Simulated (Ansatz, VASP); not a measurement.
**GaAs: VASP beside Ansatz**

```xyz
2
Lattice="0.0000 2.8016 2.8016 2.8016 0.0000 2.8016 2.8016 2.8016 0.0000" Properties=species:S:1:pos:R:3 pbc="T T T"
Ga    0.0000    0.0000    0.0000
As    4.2024    4.2024    4.2024
```

Alike in both runs: functional LDA; k mesh 12 × 12 × 12; no spin polarisation.

Ansatz relaxed the structure, and its values are those at the end. VASP's run is a single point on that final structure, the one shown.

|  | VASP | Ansatz |
| --- | --- | --- |
| version | VASP 6.6.1 | Ansatz 0.2.0 |
| potentials or method | VASP PAW LDA potentials, release 64 (Ga_d, As) | scalar-relativistic, plane waves, PAW |
| plane-wave cutoff (eV) | 520 | 420 |
| occupations | gaussian, width 0.01 eV | fixed |
| valence electrons in the cell | 18 | 28 |

```tsv
	VASP	Ansatz	Ansatz less VASP
gap on the k mesh at the Fermi level (eV)	0.54	0.49	-0.046
least direct gap on the mesh (eV)	0.54	0.49	-0.046
pressure (GPa)	0.3	0.0	-0.32
```

The two sets of potentials don't hold the same shells in valence. Ansatz warned: «pseudo_functional_mismatch».

A k mesh can miss the band edges.
